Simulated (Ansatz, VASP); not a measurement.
Bi: VASP beside Ansatz

```
Bi
1.0
     3.49405    0.00000    0.00000
    -1.74702    3.02593    0.00000
     0.00000    0.00000    5.74403
Bi
2
Direct
  0.33333 0.66667 0.25000
  0.66667 0.33333 0.75000
```

Alike in both runs: task single point; functional PBE; k mesh 12 × 12 × 6; occupations fermi-dirac, width 0.1 eV; no spin polarisation.

|  | VASP | Ansatz |
| --- | --- | --- |
| version | VASP 6.6.1 | Ansatz 0.2.0 |
| potentials or method | VASP PAW PBE potentials, release 64 (Bi_d) | plane waves (420 eV) with PAW, scalar-relativistic |
| plane-wave cutoff (eV) | 520 | 420 |
| valence electrons in the cell | 30 | 30 |

```tsv
	VASP	Ansatz	Ansatz less VASP
pressure (GPa)	2.2	2.3	+0.07
largest component of the traceless stress (GPa)	0.45	0.44	-0.006
```
